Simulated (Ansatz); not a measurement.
A (001) slab of relaxed bulk Al (Fm-3m, 16.50 Å³/atom, gap on the mesh 0.00 eV), 4 planes in a 6×1 cell with the lowest 2 held; added atoms sit on lattice sites of the next plane. A dipole correction is on. The surface energy is the mean of the held and the free face; step energies are per length and the mean of the stripe's two steps, which run along the shortest translation of the plane; step and island energies count from the flat slab and bulk atoms.

Level of theory: DFT PBE, scalar-relativistic, plane waves, PAW (Ansatz).

Cutoff 420 eV, Gaussian smearing of 0.10 eV, energies at zero smearing, symmetry of each start kept, no spin polarisation.

```json
{"start": "flat slab", "atoms": "24", "k mesh": "2×12×1", "surface energy (J/m²)": "0.93", "step energy (meV/Å)": "-"}
{"start": "stripe of 2 atoms", "atoms": "26", "k mesh": "2×12×1", "surface energy (J/m²)": "-", "step energy (meV/Å)": "30"}
{"start": "stripe of 3 atoms", "atoms": "27", "k mesh": "2×12×1", "surface energy (J/m²)": "-", "step energy (meV/Å)": "33"}
```

Zero in every row: gap on the mesh (eV).

Small energy differences in metals hang on the k mesh (about 10 mJ/m² or 1 to 2 meV/atom on the mesh of the relaxation).

Cost: 3 runs of about 15 core-minutes in all, on Arm Neoverse V2 (shared hosts).